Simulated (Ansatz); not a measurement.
## Pb in Ansatz: convergence with smearing width

Input of the first run (smearing width 0.3 eV); the others differ in this setting and in those tied to it:

File input.yaml:

```yaml
crystal:
  lattice:
    - [0.0, 2.47502, 2.47502]
    - [2.47502, 0.0, 2.47502]
    - [2.47502, 2.47502, 0.0]
  atoms:
    - { symbol: Pb, position: [0.0, 0.0, 0.0] }
kpoints:
  mp_grid: { grid: [9, 9, 9] }
scf:
  occupations: { method: fermi_dirac, width: 0.3 }
hamiltonian:
  xc: pbe
  pseudopotentials: { kind: all_electron, lapw: { basis_error: 0.001 } }
output:
  forces: true
  stress: true
  eigenvalues: true
```

Potentials or basis: all-electron LAPW, scalar-relativistic.

Launch:

```bash
$ ansatz run input.yaml --threads 1 --pin off --max-ram 3072MiB --backend cpu --events-out ev --progress --plain --runs-dir out
```

Hardware: 1 thread of Arm Neoverse V1 (shared host).

Task: The values tried are 0.3 eV, 0.2 eV, 0.15 eV, 0.1 eV, 0.05 eV, 0.025 eV, 0.01 eV, loosest first. From which on does the energy stay within 1 meV/atom of the tightest run that finished?

Result: From 0.15 eV on.

```csv
smearing width,"energy less the tightest run, at zero smearing (meV/atom)",pressure (GPa),SCF cycles,CPU time (s),peak memory (GiB)
0.3 eV,8.24,2.64,7,3.7,0.23
0.2 eV,2.22,2.42,7,3.7,0.24
0.15 eV,-0.18,2.34,7,3.5,0.23
0.1 eV,-0.79,2.30,7,3.6,0.23
0.05 eV,-0.66,2.27,6,3.3,0.23
0.025 eV,-0.33,2.26,6,3.3,0.23
0.01 eV,0.00,2.26,7,3.8,0.24
```

Against the tightest run, the pressure stays within 0.1 GPa from 0.15 eV on. Narrower smearing needs a denser k mesh, so at a fixed mesh the narrowest width isn't the most accurate. The tightest run that finished is the yardstick and may itself not be fully converged.

Spin-orbit coupling is left out, which matters for the levels of Pb.
